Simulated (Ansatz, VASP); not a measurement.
# ZnO (zincite) in two plane-wave programs, part 2 of 2

Wanted: the spread between two codes on one cell, functional and k mesh. The cell is taken from a series of VASP runs on this material, whose earlier steps may have relaxed, scaled or displaced it; both programs get it as it stands.

VASP 6.6.1 and Ansatz 0.2.0.

So far: Starting point; VASP: elastic constants, LDA.

## 3. Ansatz: elastic constants, LDA

Level of this step: Ansatz beside VASP: Kohn-Sham DFT, plane waves, LDA (Ansatz).

Ansatz runs on its default PAW (the set named soft_2) files.

The same cell, functional (in two slightly different forms), mesh and smearing now go to Ansatz, which takes its cutoff from its data sets.

Input file input.yaml:

```yaml
crystal:
  lattice:
    - [3.1949493353, 0.0, 0.0]
    - [-1.5974746677, 2.7669072882, 0.0]
    - [0.0, 0.0, 5.1648390986]
  atoms:
    - { symbol: Zn, position: [0.6666666667, 0.3333333333, 0.0002913901] }
    - { symbol: Zn, position: [0.3333333333, 0.6666666667, 0.5002913901] }
    - { symbol: O, position: [0.3333333333, 0.6666666667, 0.8787186099] }
    - { symbol: O, position: [0.6666666667, 0.3333333333, 0.3787186099] }
hamiltonian:
  xc: lda
  pseudopotentials: { kind: paw }
kpoints:
  mp_grid: { grid: [9, 9, 6] }
scf:
  occupations: { method: gaussian, width: 0.03 }
elastic:
  mode: relaxed_ion
  stencil: two_point
output:
  forces: true
  stress: true
```

On the command line:

```sh
> ansatz run input.yaml --threads 4 --pin off --max-ram 9216MiB --backend cpu --events-out ev --progress --plain --runs-dir out
```

Numbers of over 12 decimals in the logs are rounded to 6 here.

The program printed:

```text
Engine: ansatz 0.2.0, aarch64-unknown-linux-gnu
Pseudopotentials: kind: paw
Pseudopotential: Zn, paw, valence charge 12, recommended cutoff 420 eV (normal), Zn.paw.azcp
Pseudopotential: O, paw, valence charge 6, recommended cutoff 420 eV (normal), O.paw.azcp
Functional definition: SPW92
  exchange = slater_x
  correlation = pw_c
Crystal: 4 atoms, lattice volume = 45.658 Å³
Basis set: ecut = 420 eV, 917 PW (Γ)
Bands: 22, of which v1, the nominal top of the filled ones, is band 18 counted from 1 (17 counted from 0)
Symmetry: 12 space group operations
Space group: P63mc (ITA 186), of the structure as read, at distance tolerance 3.6e-5 Å
k-points: 48 of 486 (time reversal used)
Non-local potential: Zn, projectors of the file, l = 0: 2, l = 1: 2, l = 2: 3, l = 3: 1
Non-local potential: O, projectors of the file, l = 0: 2, l = 1: 2, l = 2: 1
PAW form: soft (Blöchl's): semilocal exchange-correlation on the pseudo side does not see the compensation charge
PAW frozen core: Zn, regenerated for the run's functional, and the local potential with it (the file was generated under x = pbe(κ = 0.804, μ = 0.219515), c = pbe(β = 0.066725))
PAW frozen core: O, regenerated for the run's functional, and the local potential with it (the file was generated under x = pbe(κ = 0.804, μ = 0.219515), c = pbe(β = 0.066725))
PAW one-centre angular grid: Zn, 590 points (default); XC on 64 Gauss nodes
PAW one-centre angular grid: O, 110 points (default); XC on 64 Gauss nodes
Initial density: superposition of atomic densities (neutral atoms: chi_scale 0, normalization atom), corrected by the library's trained network
Initial wavefunctions: pseudopotential atomic-orbital guess
Functional: x = slater, c = lda
SCF iter   1: F=—  HF=-7603.973563 eV  |F-HF|=—  |Δ(HF+E_count)|=         —  Δρ=1.85e-2  dr2=1.31e-1  ethr=1.77e-3  ⟨swp⟩=6.0  Hψ=4733  notcnv=0
preconditioner: auto → Resta (q_TF=auto, 2.622 Å⁻¹)  ε∞=7.6  [insulator: Δε(μ)=0.615 eV  Ē_g=12.795 eV  σ=0.030 eV  W_gap=1.00  n_scr=22 (ndim 8)  ℏωp=33.0 eV  f_vac=0.029  D(μ)=0.00/eV (n_scr^D=0)  ε∞_Penn≈7.6]
SCF iter   2: F=—  HF=-7603.939493 eV  |F-HF|=—  |Δ(HF+E_count)|=   3.41e-2  Δρ=3.71e-3  dr2=2.60e-3  ethr=3.63e-4  ⟨swp⟩=3.0  Hψ=2496  notcnv=0
SCF iter   3: F=—  HF=-7603.938774 eV  |F-HF|=—  |Δ(HF+E_count)|=   7.19e-4  Δρ=2.10e-3  dr2=1.11e-3  ethr=7.23e-6  ⟨swp⟩=1.0  Hψ=1056  notcnv=0
SCF iter   4: F=—  HF=-7603.938492 eV  |F-HF|=—  |Δ(HF+E_count)|=   2.82e-4  Δρ=7.46e-4  dr2=1.43e-4  ethr=3.09e-6  ⟨swp⟩=2.2  Hψ=1841  notcnv=0
SCF iter   5: F=—  HF=-7603.938407 eV  |F-HF|=—  |Δ(HF+E_count)|=   8.47e-5  Δρ=1.94e-4  dr2=1.28e-5  ethr=3.97e-7  ⟨swp⟩=2.0  Hψ=1823  notcnv=0
SCF iter   6: F=—  HF=-7603.938410 eV  |F-HF|=—  |Δ(HF+E_count)|=   3.61e-6  Δρ=2.64e-5  dr2=2.36e-7  ethr=3.55e-8  ⟨swp⟩=3.0  Hψ=1963  notcnv=0
SCF iter   7: F=—  HF=-7603.938410 eV  |F-HF|=—  |Δ(HF+E_count)|=   4.07e-7  Δρ=8.30e-6  dr2=3.11e-8  ethr=6.55e-10  ⟨swp⟩=2.0  Hψ=1824  notcnv=0
SCF iter   8: F=—  HF=-7603.938410 eV  |F-HF|=—  |Δ(HF+E_count)|=   1.94e-8  Δρ=2.51e-6  dr2=3.73e-9  ethr=8.64e-11  ⟨swp⟩=2.0  Hψ=1738  notcnv=0
SCF iter   9: F=—  HF=-7603.938410 eV  |F-HF|=—  |Δ(HF+E_count)|=  3.26e-10  Δρ=6.45e-7  dr2=1.27e-10  ethr=1.04e-11  ⟨swp⟩=2.0  Hψ=1808  notcnv=0
SCF iter  10: F=—  HF=-7603.938410 eV  |F-HF|=—  |Δ(HF+E_count)|=  4.37e-11  Δρ=1.04e-7  dr2=5.64e-12  ethr=3.53e-13 (applied; sched 1.00e-12)  ⟨swp⟩=1.1  Hψ=1116  notcnv=0
SCF iter  11: F=—  HF=-7603.938410 eV  |F-HF|=—  |Δ(HF+E_count)|=  3.64e-12  Δρ=3.16e-8  dr2=3.64e-13  ethr=1.57e-14 (applied; sched 1.00e-12)  ⟨swp⟩=2.7  Hψ=2018  notcnv=0
SCF iter  12: F=-7603.938410 eV  HF=-7603.938410 eV  |F-HF|=1.82e-12  |Δ(HF+E_count)|=  3.64e-12  Δρ=3.52e-9  dr2=4.84e-15  ethr=1.00e-12  ⟨swp⟩=4.0  Hψ=3761  notcnv=0
SCF 1 converged in 12 iterations: F = -7603.938410 eV  dr2 = 4.84e-15
  greatest PAW one-centre occupation: 0.987 electrons in one spin orbital (limit 2), on the Zn atom at site 1 (counted from 0), in its partial waves of l = 2
relax step   1: F+E_penalty+E_count = -7603.93841005 eV  Δ(F+E_penalty+E_count) = +0.000e0 eV  max|allowed force component| = 1.087e-3 eV/Å  Δτ_max = 0.0000 Å  (12 SCF iters, accepted)
[... from here on, the SCF cycles and remarks between the steps are left out ...]
relax step   2: F+E_penalty+E_count = -7603.93841010 eV  Δ(F+E_penalty+E_count) = -5.503e-8 eV  max|allowed force component| = 8.929e-4 eV/Å  Δτ_max = 0.0000 Å  (9 SCF iters, accepted)
relax step   3: F+E_penalty+E_count = -7603.93841022 eV  Δ(F+E_penalty+E_count) = -1.143e-7 eV  max|allowed force component| = 5.864e-7 eV/Å  Δτ_max = 0.0001 Å  (8 SCF iters, accepted)
relax step   1: F+E_penalty+E_count = -7603.93886341 eV  Δ(F+E_penalty+E_count) = +0.000e0 eV  max|allowed force component| = 1.694e-2 eV/Å  Δτ_max = 0.0000 Å  (11 SCF iters, accepted)
relax step   2: F+E_penalty+E_count = -7603.93889556 eV  Δ(F+E_penalty+E_count) = -3.215e-5 eV  max|allowed force component| = 1.054e-2 eV/Å  Δτ_max = 0.0020 Å  (9 SCF iters, accepted)
relax step   3: F+E_penalty+E_count = -7603.93890759 eV  Δ(F+E_penalty+E_count) = -1.202e-5 eV  max|allowed force component| = 7.637e-5 eV/Å  Δτ_max = 0.0007 Å  (9 SCF iters, accepted)
[...]
relax step   2: F+E_penalty+E_count = -7603.93838059 eV  Δ(F+E_penalty+E_count) = -1.147e-5 eV  max|allowed force component| = 7.454e-4 eV/Å  Δτ_max = 0.0007 Å  (10 SCF iters, accepted)
relax step   3: F+E_penalty+E_count = -7603.93838008 eV  Δ(F+E_penalty+E_count) = +5.111e-7 eV  max|allowed force component| = 2.577e-3 eV/Å  Δτ_max = 0.0002 Å  (9 SCF iters, rejected (line search))
relax step   4: F+E_penalty+E_count = -7603.93838068 eV  Δ(F+E_penalty+E_count) = -9.446e-8 eV  max|allowed force component| = 1.461e-5 eV/Å  Δτ_max = 0.0001 Å  (9 SCF iters, accepted)
iter 1 solved again at ethr=1.00e-12 eV; its pass at ethr=3.10e-3 eV (dr2=4.47e-14 eV) is discarded
SCF iter   1: F=—  HF=-7603.938381 eV  |F-HF|=—  |Δ(HF+E_count)|=         —  Δρ=3.10e-9  dr2=3.39e-15  ethr=1.00e-12  ⟨swp⟩=2.0  Hψ=15317  notcnv=0
SCF iter   2: F=-7603.938381 eV  HF=-7603.938381 eV  |F-HF|=9.09e-13  |Δ(HF+E_count)|=  1.82e-12  Δρ=1.52e-9  dr2=9.47e-16  ethr=1.00e-12  ⟨swp⟩=3.9  Hψ=9963  notcnv=0
SCF 33 converged in 2 iterations: F = -7603.938381 eV  dr2 = 9.47e-16
SCF converged after 10 iterations
Free energy (F): -7603.938410 eV
Harris-Foulkes:  -7603.938410 eV  (|F-HF|=1.82e-12)
Internal energy: -7603.938410 eV  (E = F + TS)
E sigma→0 (E₀):  -7603.938410 eV
Fermi energy:    7.813439 eV
--- Per-component energies (eV) ---
  E_band       = 66.500108
  E_kinetic    = 611.714829
  E_local      = -3944.406128  (includes V_loc(G=0)·N_el)
  E_nonlocal   = 1344.200674
  E_hartree    = 1614.686960
  E_xc         = -414.493769
  E_vxc        = -291.653967  (∫ρ·V_xc dr)
  E_paw        = -3814.723251  (= ΣΔE_a)
  E_vpaw       = -882.733595  (= ΣTr[D̂ρ^β])
  E_aug_tail   = 0.004376  (compensation charges beyond the density's cutoff)
  E_ewald      = -3004.230226
  E_core_change = 3.308126  (= ΣΔE_core)
  E_smearing   = -0.000000  (= −TS)
  E_closure    = 0.000000  (closes the sum)
  Σ components = -7603.938410   (vs F -7603.938410, Δ=0.00e0)
--- Forces (eV/Å), atoms counted from 1 ---
  atom   1  Zn    -0.00000000     0.00000000    -0.00001863
  atom   2  Zn     0.00000000    -0.00000000    -0.00001863
  atom   3  O      0.00000000     0.00000000    -0.00001747
  atom   4  O     -0.00000000    -0.00000000    -0.00001747
  max |Σ_I F_I| component: 7.22e-5 eV/Å
--- Stress (GPa, compression-positive) ---
       -1.179224      -0.000000       0.000000
       -0.000000      -1.179224       0.000000
        0.000000       0.000000      -1.168218
  P = ⅓ Tr σ = -1.1756 GPa (-11.756 kbar)
--- Band table (eV; the first three rows and the last of 48) ---
  k-point 0: bands = [... 14 lower, 6.5674, 7.3137, 7.4184, 7.4184, 8.2077, 12.6821, 15.5890, 20.3701]
  k-point 1: bands = [... 14 lower, 6.6258, 6.7514, 7.3625, 7.3625, 8.8555, 12.4387, 15.8032, 20.3739]
  k-point 2: bands = [... 14 lower, 6.7835, 6.7835, 7.2088, 7.2088, 9.8640, 11.7912, 16.4240, 18.8564]
  k-point 47: bands = [... 14 lower, 4.5583, 4.5583, 6.0624, 6.0624, 15.3266, 15.3266, 15.4659, 15.4659]
--- Elastic constants: 3 strain directions × 2 members + reference (group order 12) ---
  dense FFT box of the reference and of every strained cell: 24×24×36
  strains applied: 11, 33, 23; error gains: componentwise 1.00 (the most a stress slope's error grows in a printed constant), spectral 1.41 (1 for all six strains in a standard setting)
  reference relaxed by the batch: 3 steps; max|allowed force component| 1.09e-3 eV/Å at the deck's positions, 5.86e-7 at the last accepted step, 5.79e-7 by the solve of record
  largest displacement 7.8e-5 Å; the constants are those of the deck's cell at these positions:
  atoms:
    - { symbol: Zn, position: [0.666667, 0.333333, 0.00027631] }
    - { symbol: Zn, position: [0.333333, 0.666667, 0.500276] }
    - { symbol: O, position: [0.333333, 0.666667, 0.878734] }
    - { symbol: O, position: [0.666667, 0.333333, 0.378734] }
  C = ∂σ_k/∂η_j (tension-positive GPa; Voigt order 11 22 33 23 13 12):
       217.790    132.784    117.272      0.000      0.000     -0.000
       132.784    217.790    117.272      0.000      0.000     -0.000
       117.172    117.172    234.302      0.000      0.000     -0.000
         0.000     -0.000     -0.000     38.343     -0.000      0.000
        -0.000      0.000      0.000      0.000     38.343     -0.000
        -0.000      0.000     -0.000      0.000      0.000     42.503
  reference stress σ⁰ (GPa):      1.179      1.179      1.168     -0.000     -0.000      0.000
  C* (energy form; C + prestress term) asymmetry max|C*_kj − C*_jk| = 1.109e-1 GPa — a small one proves nothing (zero by symmetry where the batch's group is 432, −43m or m−3m); a large one is finite-difference/SCF noise where every solve meets its electron count
  moduli (Voigt/Reuss/Hill, GPa): K = 156.04/156.04/156.04   G = 44.01/42.98/43.50   E = 119.39   ν = 0.372
  mechanically stable: yes (min eigenvalue of sym C = 38.34 GPa)
  strain η (Voigt 11):  stress-route row diagonal C_11 = 217.79 GPa, energy-path curvature d²(F+E_count+ΔE)/dδ²/Ω₀ = 218.09 GPa
         δ    σ_11 (GPa)             F (eV)   n_scf  n_hpsi   n_pw
    -2.000e-3       0.7429       -7603.9389076       2   19588    913   relax 5 steps, max|allowed force component| 3.21e-5 eV/Å
     2.000e-3       1.6141       -7603.9376717       2   19765    917   relax 5 steps, max|allowed force component| 8.47e-7 eV/Å
  strain η (Voigt 33):  stress-route row diagonal C_33 = 234.30 GPa, energy-path curvature d²(F+E_count+ΔE)/dδ²/Ω₀ = 234.08 GPa
         δ    σ_33 (GPa)             F (eV)   n_scf  n_hpsi   n_pw
    -2.000e-3       0.6992       -7603.9389123       2    9249    905   relax 3 steps, max|allowed force component| 2.47e-6 eV/Å
     2.000e-3       1.6364       -7603.9375159       2    9263    917   relax 3 steps, max|allowed force component| 3.38e-6 eV/Å
  strain η (Voigt 23):  stress-route row diagonal C_44 = 38.34 GPa, energy-path curvature d²(F+E_count+ΔE)/dδ²/Ω₀ = 38.41 GPa
         δ    σ_23 (GPa)             F (eV)   n_scf  n_hpsi   n_pw
    -2.000e-3      -0.0767       -7603.9383807       2   27636    913   relax 3 steps, max|allowed force component| 3.06e-5 eV/Å
     2.000e-3       0.0767       -7603.9383807       2   26434    913   relax 4 steps, max|allowed force component| 1.46e-5 eV/Å
```

The job ended after 2.3 min (4 threads of Arm Neoverse N1, shared host; peak memory 0.44 GiB).

## 4. Side by side

Known differences besides the potentials themselves: the two LDA forms differ slightly; the cutoff is 420 eV in Ansatz and 800 eV in VASP; VASP's log shows a relativistic correction to its local exchange, Ansatz's none. Total energies have different zeros and are not compared.

Compared:

| quantity | Ansatz | VASP | difference |
| --- | --- | --- | --- |
| C11 (GPa) | 217.8 | 222.6 | -2.15 % |
| C22 (GPa) | 217.8 | 222.6 | -2.15 % |
| C33 (GPa) | 234.3 | 240.6 | -2.61 % |
| C12 (GPa) | 132.8 | 139.7 | -4.98 % |
| C13 (GPa) | 117.3 | 124.8 | -6.07 % |
| C23 (GPa) | 117.3 | 124.8 | -6.07 % |
| C44 (GPa) | 38.3 | 38.2 | +0.37 % |
| C55 (GPa) | 38.3 | 38.2 | +0.37 % |
| C66 (GPa) | 42.5 | 41.4 | +2.61 % |

## 5. Results

```yaml
difference_in_c13_elastic_constants_lda: -6.1 %
```

What this shows: The difference in C13 is -6.1 % (elastic constants, LDA), beyond the 5 % picked in this series as the mark of a large difference. Such differences can come from data sets, numerical settings and the points named under the comparisons, not from the functional's error against experiment.

[Lines on the potential files, build, host, timing and source positions are cut from VASP's logs without a mark.]

[Logs are printed without paths, hosts, clocks, repeated set-up lines and the standing remarks that a program may print on its own settings, such as how far it seeks lower states.]

[Hosts, paths, dates, database ids (printed as entryN), source tags and the programs' standing remarks are cut or masked in the printed files.]
